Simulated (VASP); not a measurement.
The system is CdSe (Cadmoselite).

```
Cd Se
1.0
     4.30000    0.00000    0.00000
    -2.15000    3.72391    0.00000
     0.00000    0.00000    7.02000
Cd Se
2 2
Direct
  0.33333 0.66667 0.00000
  0.66667 0.33333 0.50000
  0.33333 0.66667 0.38500
  0.66667 0.33333 0.88500
```

- Program: VASP 6.6.1
- Task: relaxation of cell and atoms
- Functional: LDA
- Potentials or basis: VASP PAW LDA potentials, release 64 (Cd, Se)
- Cutoff: 600 eV
- k mesh: 9 × 9 × 4
- Occupations: gaussian, width 0.03 eV
- Spin: no spin polarisation

At the start: pressure -1.4 GPa; volume 28.10 Å³/atom.

Task: Where does the relaxation end?

Result: Over 9 steps the energy falls by 8.4 meV/atom and the volume is 27.32 Å³/atom (-2.8 %); space group P6_3mc (No. 186, to 0.05 Å).

The path:
```csv
step,energy change (eV),largest force (eV/Å),pressure (GPa),volume (Å³)
1,0.0000,0.2652,-1.41,112.41
2,-0.0282,0.0862,0.47,108.42
3,-0.0286,0.1087,0.26,108.80
4,-0.0306,0.0379,-0.01,109.27
5,-0.0306,0.0275,-0.03,109.33
6,-0.0318,0.0266,-0.06,109.41
7,-0.0332,0.0224,-0.18,109.63
8,-0.0333,0.0105,0.18,108.93
9,-0.0335,0.0056,0.01,109.26
```

Final structure:
```yaml
crystal:
  lattice:
    - [4.25703, 0.00000, 0.00000]
    - [-2.12852, 3.68670, 0.00000]
    - [0.00000, 0.00000, 6.96196]
  atoms:
    - { symbol: Cd, position: [0.33333, 0.66667, 0.00484] }
    - { symbol: Cd, position: [0.66667, 0.33333, 0.50484] }
    - { symbol: Se, position: [0.33333, 0.66667, 0.38016] }
    - { symbol: Se, position: [0.66667, 0.33333, 0.88016] }
```
